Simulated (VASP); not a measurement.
# CdF2 (Fm-3m) in VASP: further runs

The runs below take CdF2 through single point, relaxation of cell and atoms, with PBE.

All numbers are computed with VASP 6.6.1; they aren't measurements. Logs are shortened: lines on timing, memory, paths and dates and some standing lists are left out, and cuts for length are marked.

## 1. The structure

The structure is cubic, space group Fm-3m (No. 225). Conventional cell: a = 5.444 Å, b = 5.444 Å, c = 5.444 Å, α = 90.00°, β = 90.00°, γ = 90.00°. Cd (site symmetry m-3m) has 8 F at 2.36 Å as nearest neighbours. Around F (site symmetry -43m) lie 4 Cd at 2.36 Å.

## 2. Single point, PBE (relaxed again under DFT PBE, scalar-relativistic, plane waves, PAW)

File INCAR:

```
PREC = Accurate
ENCUT = 520
EDIFF = 1E-6
ISMEAR = 0
SIGMA = 0.02
LREAL = False
LASPH = True
NELM = 80
ALGO = Fast
ISIF = 2
LWAVE = False
LCHARG = True
GGA = PE
LELF = True
LVHAR = True
NBANDS = 20
```

File KPOINTS:

```
Automatic mesh
0
Gamma
  8 8 8
```

File POSCAR:

```
CdF2
1.0
    0.0000000000      2.7406214944      2.7406214944
    2.7406214944      0.0000000000      2.7406214944
    2.7406214944      2.7406214944      0.0000000000
Cd F
1 2
Direct
    0.0000000000      0.0000000000      0.0000000000
    0.2500000000      0.2500000000      0.2500000000
    0.7500000000      0.7500000000      0.7500000000
```

Potentials or basis: VASP PAW PBE potentials, release 64 (Cd, F).

Launch:

```sh
> cat potpaw_PBE.64/Cd/POTCAR potpaw_PBE.64/F/POTCAR > POTCAR
> mpirun -np 1 vasp_std > vasp.out
```

OUTCAR:

```text
PREC = Accurate
   ENCUT = 520
   EDIFF = 1E-6
   ISMEAR = 0
   LREAL = False
   LASPH = True
   NELM = 80
   ISIF = 2
   GGA = PE

 ion  position               nearest neighbor table
   1  0.000  0.000  0.000-   3 2.37   3 2.37   3 2.37   2 2.37   3 2.37   2 2.37   2 2.37   2 2.37

   2  0.250  0.250  0.250-   1 2.37   1 2.37   1 2.37   1 2.37
   3  0.750  0.750  0.750-   1 2.37   1 2.37   1 2.37   1 2.37

  LATTYP: Found a face centered cubic cell.
 ALAT       =     5.4812429888

  Lattice vectors:

 A1 = (   0.0000000000,   2.7406214944,   2.7406214944)
 A2 = (   2.7406214944,   0.0000000000,   2.7406214944)
 A3 = (   2.7406214944,   2.7406214944,   0.0000000000)

Analysis of symmetry for initial positions (statically):
=====================================================================
 Subroutine PRICEL returns:
 Original cell was already a primitive cell.

 Routine SETGRP: Setting up the symmetry group for a
 face centered cubic supercell.

 Subroutine GETGRP returns: Found 48 space group operations
 (whereof 48 operations were pure point group operations)
 out of a pool of 48 trial point group operations.

The static configuration has the point symmetry O_h .

Analysis of symmetry for dynamics (positions and initial velocities):
=====================================================================
 Subroutine PRICEL returns:
 Original cell was already a primitive cell.

 Routine SETGRP: Setting up the symmetry group for a
 face centered cubic supercell.

 Subroutine GETGRP returns: Found 48 space group operations
 (whereof 48 operations were pure point group operations)
 out of a pool of 48 trial point group operations.

The dynamic configuration has the point symmetry O_h .

 Subroutine INISYM returns: Found 48 space group operations
 (whereof 48 operations are pure point group operations),
 and found     1 'primitive' translations

----------------------------------------------------------------------------------------

                                     Primitive cell

  volume of cell :      41.1696

  direct lattice vectors                    reciprocal lattice vectors
     0.000000000  2.740621494  2.740621494    -0.182440370  0.182440370  0.182440370
     2.740621494  0.000000000  2.740621494     0.182440370 -0.182440370  0.182440370
     2.740621494  2.740621494  0.000000000     0.182440370  0.182440370 -0.182440370

  length of vectors
     3.875824087  3.875824087  3.875824087     0.315995991  0.315995991  0.315995991

  position of ions in fractional coordinates (direct lattice)
     0.000000000  0.000000000  0.000000000
     0.250000000  0.250000000  0.250000000
     0.750000000  0.750000000  0.750000000

  ion indices of the primitive-cell ions
   primitive index   ion index
                 1           1
                 2           2
                 3           3

----------------------------------------------------------------------------------------

 KPOINTS: Automatic mesh

Automatic generation of k-mesh.
 Grid dimensions read from file:
 generate k-points for:    8    8    8

 Generating k-lattice:

  Cartesian coordinates                     Fractional coordinates (reciprocal lattice)
    -0.022805046  0.022805046  0.022805046     0.125000000  0.000000000  0.000000000
     0.022805046 -0.022805046  0.022805046     0.000000000  0.125000000  0.000000000
     0.022805046  0.022805046 -0.022805046     0.000000000  0.000000000  0.125000000

  Length of vectors
     0.039499499  0.039499499  0.039499499

  Shift w.r.t. Gamma in fractional coordinates (k-lattice)
     0.000000000  0.000000000  0.000000000

 Subroutine IBZKPT returns following result:
 ===========================================

 Found     29 irreducible k-points:

 Following reciprocal coordinates:
            Coordinates               Weight
  0.000000  0.000000  0.000000      1.000000
  0.125000  0.000000  0.000000      8.000000
  0.250000  0.000000  0.000000      8.000000
  0.375000  0.000000  0.000000      8.000000
  0.500000  0.000000  0.000000      4.000000
  0.125000  0.125000  0.000000      6.000000
[... 16 lines left out ...]
  0.500000  0.250000  0.125000     48.000000
 -0.375000  0.250000  0.125000     24.000000
 [... further k-points ...]
   k-points           NKPTS =     29   k-points in BZ     NKDIM =     29   number of bands    NBANDS=     20
   number of dos      NEDOS =    301   number of ions     NIONS =      3
   total plane-waves  NPLWV =  27000
   dimension x,y,z NGX =    30 NGY =   30 NGZ =   30
   dimension x,y,z NGXF=    60 NGYF=   60 NGZF=   60
   ions per type =               1   2
   NGX,Y,Z   is equivalent  to a cutoff of  12.87, 12.87, 12.87 a.u.
   NGXF,Y,Z  is equivalent  to a cutoff of  25.74, 25.74, 25.74 a.u.
 SYSTEM =  unknown system
   PREC   = accura    normal or accurate (medium, high low for compatibility)
   ISTART =      0    job   : 0-new  1-cont  2-samecut
   ICHARG =      2    charge: 1-file 2-atom 10-const
   ISPIN  =      1    spin polarized calculation?
   LNONCOLLINEAR =      F non collinear calculations
   LSORBIT =      F    spin-orbit coupling
   LASPH  =      T    aspherical Exc in radial PAW
   ENCUT  =  520.0 eV  38.22 Ry    6.18 a.u.   7.21  7.21  7.21*2*pi/ulx,y,z
   NELM   =     80;   NELMIN=  2; NELMDL= -5     # of ELM steps
   EDIFF  = 0.1E-05   stopping-criterion for ELM
   LREAL  =      F    real-space projection
   EDIFFG = 0.1E-04   stopping-criterion for IOM
   NSW    =      0    number of steps for IOM
   IBRION =     -1    ionic relax: 0-MD 1-quasi-New 2-CG
   NFREE  =      0    steps in history (QN), initial steepest desc. (CG)
   ISIF   =      2    stress and relaxation
   ISYM   =      2    0-nonsym 1-usesym 2-fastsym
   POTIM  = 0.5000    time-step for ionic-motion
   TEBEG  =    0.0;   TEEND  =   0.0 temperature during run
   PSTRESS=    0.0 pullay stress
   NELECT =      26.0000    total number of electrons
   NUPDOWN=      -1.0000    fix difference up-down
   EMIN   =  10.00;   EMAX   =-10.00  energy-range for DOS
   EFERMI =   0.00;   METHOD = LEGACY
   ISMEAR =     0;   SIGMA  =   0.02  broadening in eV -4-tet -1-fermi 0-gaus
   EFERMI_NEDOS =   21; number of points for ismear=-14 and -15
   IALGO  =     68    algorithm
   IMIX   =      4    mixing-type and parameters
     AMIX     =   0.40;   BMIX     =  1.00
     AMIX_MAG =   1.60;   BMIX_MAG =  1.00
  volume/ion in A,a.u.               =      13.72        92.61
  Fermi-wavevector in a.u.,A,eV,Ry     =   1.404560  2.654233 26.841412  1.972788
  Thomas-Fermi vector in A             =   2.527109
   LORBIT       =      0    0 simple, 1 ext, 2 COOP (PROOUT), +10 PAW based schemes
   GGA     = PE    functional components
   LHFCALC =     F    Hartree Fock is set to
   AEXX    =    0.0000 exact exchange contribution
   IVDW    =     0    specifies the selected vdW correction
   LEPSILON=     F    determine dielectric tensor
   LRPA    =     F    only Hartree local field effects (RPA)
 non-spin polarized calculation
 RMM-DIIS sequential band-by-band and
 Gauss-broadening in eV      SIGMA  =   0.02
  energy-cutoff  :      520.00
  volume of cell :       41.17
 maximum number of plane-waves:      1124
 NGX is ok and might be reduce to    30
   NGX = 15   NGY = 15   NGZ = 15

 number of electron      25.9999995 magnetization

 Free energy of the ion-electron system (eV)
  ---------------------------------------------------
  ext. energy  EPLUGINS =         0.00000000
  ---------------------------------------------------
  free energy    TOTEN  =       -10.90521650 eV

  energy without entropy =      -10.90521650  energy(sigma->0) =      -10.90521650

 E-fermi :  -1.4713     XC(G=0): -10.1351

 val. band max:       -1.6830965031   @ k =  -0.2500   0.5000   0.2500
 cond. band min:       1.2025691475   @ k =   0.0000   0.0000   0.0000
 fundamental gap:      2.8856656506
 Fermi energy:        -1.4713218084

 k-point     1 :       0.0000    0.0000    0.0000
  band No.  band energies     occupation
      1     -22.2153      2.00000
      2     -21.2474      2.00000
      3      -7.1645      2.00000
      4      -7.1645      2.00000
      5      -7.1645      2.00000
      6      -6.1696      2.00000
[... 12 lines left out ...]
     19      17.8402      0.00000
     20      17.8403      0.00000

 k-point     2 :       0.1250    0.0000    0.0000
  band No.  band energies     occupation
      1     -22.1730      2.00000
      2     -21.2861      2.00000
      3      -7.1134      2.00000
      4      -7.1134      2.00000
      5      -7.0204      2.00000
      6      -6.1829      2.00000
[... 12 lines left out ...]
     19      17.4290      0.00000
     20      17.4290      0.00000

 k-point     3 :       0.2500    0.0000    0.0000
  band No.  band energies     occupation
      1     -22.0546      2.00000
      2     -21.3902      2.00000
      3      -6.9972      2.00000
      4      -6.9972      2.00000
      5      -6.6378      2.00000
      6      -6.1920      2.00000
[... 12 lines left out ...]
     19      16.7613      0.00000
     20      17.3513      0.00000

 k-point     4 :       0.3750    0.0000    0.0000
  band No.  band energies     occupation
      1     -21.8916      2.00000
      2     -21.5370      2.00000
      3      -6.9045      2.00000
      4      -6.9045      2.00000
      5      -6.1766      2.00000
      6      -6.1485      2.00000
[... 12 lines left out ...]
     19      16.2977      0.00000
     20      16.9415      0.00000

 k-point     5 :       0.5000    0.0000    0.0000
  band No.  band energies     occupation
      1     -21.7409      2.00000
      2     -21.6802      2.00000
      3      -6.8775      2.00000
      4      -6.8775      2.00000
      5      -6.1078      2.00000
      6      -6.1078      2.00000
[... 12 lines left out ...]
     19      16.1381      0.00000
     20      16.6278      0.00000

 k-point     6 :       0.1250    0.1250    0.0000
  band No.  band energies     occupation
      1     -22.1596      2.00000
      2     -21.2972      2.00000
      3      -7.0867      2.00000
      4      -7.0867      2.00000
      5      -6.9875      2.00000
      6      -6.2314      2.00000
[... 12 lines left out ...]
     19      17.4842      0.00000
     20      17.9981      0.00000

 k-point     7 :       0.2500    0.1250    0.0000
  band No.  band energies     occupation
      1     -22.0700      2.00000
      2     -21.3742      2.00000
      3      -6.9788      2.00000
      4      -6.9783      2.00000
      5      -6.7001      2.00000
      6      -6.2935      2.00000
[... 12 lines left out ...]
     19      17.7467      0.00000
     20      18.6159      0.00000
[... 277 lines left out ...]
 k-point    20 :      -0.3750    0.3750    0.0000
  band No.  band energies     occupation
      1     -21.7402      2.00000
      2     -21.6473      2.00000
      3      -6.7609      2.00000
      4      -6.4644      2.00000
      5      -6.2213      2.00000
      6      -6.1991      2.00000
[... 12 lines left out ...]
     19      18.3985      0.00000
     20      18.8359      0.00000

 k-point    21 :       0.5000    0.5000    0.0000
  band No.  band energies     occupation
      1     -21.8094      2.00000
      2     -21.5709      2.00000
      3      -6.9209      2.00000
      4      -6.3636      2.00000
      5      -6.3636      2.00000
      6      -6.0706      2.00000
[... 12 lines left out ...]
     19      17.2488      0.00000
     20      19.4932      0.00000

 k-point    22 :       0.3750    0.2500    0.1250
  band No.  band energies     occupation
      1     -21.9726      2.00000
      2     -21.4559      2.00000
      3      -6.8660      2.00000
      4      -6.8422      2.00000
      5      -6.4245      2.00000
      6      -6.3689      2.00000
[... 12 lines left out ...]
     19      17.4027      0.00000
     20      19.5812      0.00000

 k-point    23 :       0.5000    0.2500    0.1250
  band No.  band energies     occupation
      1     -21.8414      2.00000
      2     -21.5694      2.00000
      3      -6.7847      2.00000
      4      -6.7165      2.00000
      5      -6.3358      2.00000
      6      -6.1521      2.00000
[... 12 lines left out ...]
     19      16.8620      0.00000
     20      19.6998      0.00000

 k-point    24 :      -0.3750    0.2500    0.1250
  band No.  band energies     occupation
      1     -21.7167      2.00000
      2     -21.6863      2.00000
      3      -6.7591      2.00000
      4      -6.6840      2.00000
      5      -6.1954      2.00000
      6      -6.1860      2.00000
[... 12 lines left out ...]
     19      16.6573      0.00000
     20      20.1662      0.00000

 [... further k-points ...]

------------------------ aborting loop because EDIFF is reached ----------------------------------------

  FORCE on cell =-STRESS in cart. coord.  units (eV):
  Direction    XX          YY          ZZ          XY          YZ          ZX
  --------------------------------------------------------------------------------------
  -------------------------------------------------------------------------------------
  Total        0.1292821      0.1292821      0.1292821     -0.0000000     -0.0000000     -0.0000000
  in kB        5.0312007      5.0312007      5.0312007     -0.0000000     -0.0000000     -0.0000000
  external PRESSURE =       5.0312007 kB  Pullay stress =       0.0000000 kB

 VOLUME and BASIS-vectors are now :
 -----------------------------------------------------------------------------
  energy-cutoff  :      520.00
  volume of cell :       41.17
      direct lattice vectors                 reciprocal lattice vectors
     0.000000000  2.740621494  2.740621494    -0.182440370  0.182440370  0.182440370
     2.740621494  0.000000000  2.740621494     0.182440370 -0.182440370  0.182440370
     2.740621494  2.740621494  0.000000000     0.182440370  0.182440370 -0.182440370

 POSITION                                       TOTAL-FORCE (eV/Angst)
 -----------------------------------------------------------------------------------
      0.00000      0.00000      0.00000         0.000000      0.000000     -0.000000
      1.37031      1.37031      1.37031         0.000000      0.000000      0.000000
      4.11093      4.11093      4.11093        -0.000000     -0.000000     -0.000000
 -----------------------------------------------------------------------------------
    total drift:                                0.000000     -0.000000      0.000000

  FREE ENERGIE OF THE ION-ELECTRON SYSTEM (eV)
  ---------------------------------------------------
  free  energy   TOTEN  =       -10.9052165033 eV

  energy  without entropy=      -10.9052165033  energy(sigma->0) =      -10.90521650
```

Run time: 39 s. Hardware: 1 thread of Intel Xeon Platinum 8259CL at 2.50GHz (Skylake/Cascade Lake), shared host; peak memory 0.17 GiB.

Results:

```
Free energy            : -10.9052 eV
Pressure               : 0.5 GPa
Band gap on the k mesh : 2.89 eV, indirect (least direct gap 3.44 eV)
```

A k mesh can miss the band edges.

## 3. Relaxation of cell and atoms, PBE

File INCAR:

```
SYSTEM = CdF2
  PREC = Accurate
  ENCUT = 600
  EDIFF = 1E-6
  ISMEAR = 0
  SIGMA = 0.02
  LREAL = .False.
  LASPH = .True.
  NELM = 100
  ALGO = Normal
  ISIF = 3
  LWAVE = .False.
  LCHARG = .False.
  GGA = PE
  IBRION = 2
  NSW = 70
  EDIFFG = -0.005
```

File KPOINTS:

```
regular mesh
0
Gamma
  8 8 8
  0 0 0
```

File POSCAR:

```
CdF2
1.0
    0.0000000000      2.7222408727      2.7222408727
    2.7222408727      0.0000000000      2.7222408727
    2.7222408727      2.7222408727      0.0000000000
Cd F
1 2
Direct
    0.0000000000      0.0000000000      0.0000000000
    0.2500000000      0.2500000000      0.2500000000
    0.7500000000      0.7500000000      0.7500000000
```

Potentials or basis: VASP PAW PBE potentials, release 64 (Cd, F).

Launch:

```sh
> cat potpaw_PBE.64/Cd/POTCAR potpaw_PBE.64/F/POTCAR > POTCAR
> mpirun -np 1 vasp_std > vasp.out
```

It took 49 s on 1 thread of Intel Xeon Platinum 8259CL at 2.50GHz (Skylake/Cascade Lake), shared host; peak memory 0.19 GiB.

Results (log left out):

```
Free energy                            : -10.9064 eV
Relaxed volume                         : 13.78 Å³/atom
Relaxed cell                           : a = 3.881 Å, b = 3.881 Å, c = 3.881 Å, α = 60.00°, β = 60.00°, γ = 60.00°
Space group after relaxing (to 0.05 Å) : Fm-3m (No. 225)
Energy gained by relaxing              : 2.4 meV/atom
Ionic steps                            : 3
Pressure after relaxing                : 0.0 GPa
Band gap on the k mesh                 : 2.87 eV, indirect (least direct gap 3.43 eV)
```

The path:
```tsv
step	energy change (eV)	largest force (eV/Å)	pressure (GPa)	volume (Å³)
1	0.0000	0.0000	2.44	40.35
2	-0.0070	0.0000	-0.46	41.55
3	-0.0073	0.0000	0.01	41.34
```

Final structure:
```
CELL_PARAMETERS angstrom
0.00000 2.74442 2.74442
2.74442 0.00000 2.74442
2.74442 2.74442 0.00000
ATOMIC_POSITIONS crystal
Cd 0.00000 0.00000 0.00000
F 0.25000 0.25000 0.25000
F 0.75000 0.75000 0.75000
```

Levels at points of the mesh, in eV from the valence-band top:
```
           k point  band 9  band 10  band 11  band 12  band 13  band 14  band 15  band 16  band 17
(0.00, 0.00, 0.00)   -0.84    -0.84    -0.56    -0.56    -0.56     2.87    12.43    12.43    12.43
(0.50, 0.00, 0.00)   -2.04    -1.64    -1.64    -0.43    -0.43     6.75     8.97    14.01    14.01
(0.50, 0.50, 0.00)   -2.67    -2.67    -0.40    -0.08    -0.08     7.55     9.35    11.80    13.79
```
